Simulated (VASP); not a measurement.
**H5C2N: single point with PBE+D3(BJ)**

The system is H5C2N.

```
C N H
1.0
     8.01456    0.00000    0.00000
     0.00000    8.01456    0.00000
     0.00000    0.00000    8.01456
C N H
8 4 20
Direct
  0.24307 0.54013 0.47575
  0.13444 0.62303 0.58990
  0.13431 0.07539 0.68465
  0.18403 0.12865 0.85499
  0.88422 0.41833 0.05254
  0.91913 0.35710 0.21894
  0.64565 0.04987 0.30791
  0.60797 0.88191 0.36353
  0.05792 0.69195 0.69072
  0.21824 0.17068 0.99128
  0.95086 0.29710 0.34829
  0.58472 0.74350 0.39700
  0.35334 0.62349 0.44463
  0.26748 0.42060 0.53986
  0.17124 0.50894 0.35749
  0.24368 0.03595 0.61311
  0.05414 0.96989 0.70282
  0.07424 0.17890 0.61176
  0.78266 0.51028 0.05250
  0.99944 0.47203 0.00236
  0.83604 0.31355 0.97276
  0.71924 0.10150 0.41693
  0.72164 0.03811 0.19790
  0.53842 0.12628 0.27307
  0.80369 0.13587 0.83934
  0.72516 0.16483 0.78414
  0.04063 0.82551 0.20093
  0.06117 0.91355 0.23641
  0.52397 0.44897 0.09256
  0.45741 0.38918 0.05874
  0.51469 0.83698 0.96906
  0.42362 0.85435 0.99671
```

The cell was built by a generator and needn't be a form met in nature.

| Property | Result |
| --- | --- |
| Program | VASP 6.6.1 |
| Task | single point |
| Functional | PBE |
| Dispersion | D3(BJ) |
| Potentials or basis | VASP PAW PBE potentials, release 64 (C, N, H) |
| Cutoff | 520 eV |
| k mesh | 1 × 1 × 1 |
| Occupations | fermi-dirac, width 0.02 eV |
| Spin | no spin polarisation |
| Dipole correction | no |
| Further INCAR settings | LREAL = Auto; ALGO = Normal; EDIFF = 1e-07; NBANDS = 58 |

The pressure is -0.6 GPa, the largest force is 1.709 eV/Å and the band gap on the k mesh is 6.68 eV, direct. The dispersion energy per atom is -0.033 eV.

Forces in eV/Å, atoms in the order of the input:
```
C   -0.294 -0.087 -1.240
C    0.379  0.161 -0.397
C    0.586  1.497  0.581
C    0.049  0.321 -0.061
C   -0.441 -0.400 -0.153
C    0.025 -0.538  0.470
C    0.428 -0.209  1.639
C   -0.347  0.771 -0.869
N   -0.902  0.493  0.950
N   -0.173 -0.318 -0.942
N   -0.168  0.410 -0.476
N   -0.155 -0.973  0.432
H   -0.511 -1.017  0.386
H    0.695  0.063 -0.449
H    0.692  0.248  0.913
H    0.160 -0.144  0.062
H   -0.638 -0.714 -0.265
H    0.112 -0.555  0.539
H    0.199  0.210  0.153
H   -0.079  0.028 -0.319
H    0.603  0.619  0.461
H   -0.420  0.275 -1.142
H    0.705  0.104 -0.447
H   -0.302 -0.015  0.313
H   -1.167  0.251 -0.896
H    1.054 -0.473  0.732
H    0.156  0.712  0.313
H   -0.165 -0.711 -0.305
H   -0.384 -0.262 -0.126
H    0.286  0.262  0.167
H   -0.697  0.106  0.192
H    0.711 -0.117 -0.216
```

Stress tensor (GPa, compression positive):
```
-0.21 -0.06 -1.31
-0.06  0.32  0.40
-1.31  0.40 -1.76
```

Levels at points of the mesh, in eV from the valence-band top:
```csv
k point,band 33,band 34,band 35,band 36,band 37,band 38,band 39,band 40
"(0.00, 0.00, 0.00)",-0.44,-0.39,-0.16,0.00,6.68,6.71,6.76,6.96
```

Wall time 74 s on 1 thread of Intel(R) Xeon(R) Platinum 8488C (Sapphire Rapids), on a shared host, peak memory 0.46 GiB.

Caveat: the standard files for N, O and F lose accuracy on very short bonds. A hybrid or GW would open this gap; PBE tends to underestimate it.
